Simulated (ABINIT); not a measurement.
Runs of ABINIT 10.8.3 (patched build) on Zn. It takes space group P6_3/mmc (No. 194, hexagonal). The conventional cell has a = 2.670 Å, b = 2.670 Å, c = 4.966 Å, α = 90.00°, β = 90.00°, γ = 120.00°. Around Zn (site symmetry -6m2) lie 12 Zn at 2.67 to 2.92 Å. 

| task | level | potentials or basis | cell | k mesh | cutoff (eV) | cell freedom (optcell) | cutoff smearing ecutsm (Ha) | optimiser (ionmov) | force stop (Ha/bohr) | fine-grid cutoff | gap on the mesh (eV) | pressure (GPa) | relaxed volume (Å³/atom) |
| --- | --- | --- | --- | --- | --- | --- | --- | --- | --- | --- | --- | --- | --- |
| relaxation of cell and atoms | LDA | JTH PAW LDA v2.0 | relaxed | 11 × 11 × 6 | 599 | 2 | 0.5 | 2 | 0.0005 | 1197.3 eV | none | 0.1 | (a) |
| single point | PBE | JTH PAW PBE v2.0 | as given | 11 × 11 × 6 | 599 | - | - | - | - | 1197.3 eV | none | -1.0 | - |
| band structure | PBEsol | PseudoDojo NC SR PBEsol v0.4.1 standard | as given | 11 × 11 × 6 | 1143 | - | - | - | - | - | none | -5.8 | - |
| single point | r2SCAN | JTH PAW PBE v2.0 | as given | 9 × 9 × 5 | 707 | - | - | - | - | 1306.15 eV | none | - | - |
| relaxation of cell and atoms | PBEsol | JTH PAW PBE v2.0 | relaxed | 11 × 11 × 6 | 599 | 2 | 0.5 | 2 | 0.0005 | 1197.3 eV | none | 0.0 | 13.99 |
| single point | r2SCAN | JTH PAW PBE v2.0 | as given | 11 × 11 × 6 | 707 | - | - | - | - | 1306.15 eV | none | - | - |
| single point | PBEsol | JTH PAW PBE v2.0 | as given | 11 × 11 × 6 | 707 | - | - | - | - | 1306.15 eV | none | (b) | - |

Alike in all rows: no spin polarisation; smearing fermi-dirac 0.05 eV.

Q: Fill in the values left out.

A: (a) 13.40; (b) -5.7.

Caveats: the PAW data sets were made with another functional, which shifts forces and pressure a little (some runs).

A k mesh can miss the band edges.

A gap of «none» marks a metal or a gap under the smearing width.

Not every run made on this cell is shown here.
